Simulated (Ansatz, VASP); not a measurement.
PbSe: VASP beside Ansatz

```
Pb Se
1.0
     0.00000    3.06710    3.06710
     3.06710    0.00000    3.06710
     3.06710    3.06710    0.00000
Pb Se
1 1
Direct
  0.00000 0.00000 0.00000
  0.50000 0.50000 0.50000
```

Alike in both runs: task single point; functional PBE; dispersion D3(BJ); k mesh 10 × 10 × 10; occupations gaussian, width 0.01 eV; no spin polarisation.

|  | VASP | Ansatz |
| --- | --- | --- |
| version | VASP 6.6.1 | Ansatz 0.2.0 |
| potentials or method | VASP PAW PBE potentials, release 64 (Pb_d, Se) | scalar-relativistic, plane waves, PAW |
| plane-wave cutoff (eV) | 520 | 420 |
| valence electrons in the cell | 20 | 30 |

```tsv
	VASP	Ansatz	Ansatz less VASP
gap on the k mesh at the Fermi level (eV)	0.31	0.31	-0.005
least direct gap on the mesh (eV)	0.31	0.31	-0.005
```

The two sets of potentials don't hold the same shells in valence.

Caveats: spin-orbit coupling is left out, which as a rule narrows the gap of such compounds by several tenths of an eV.
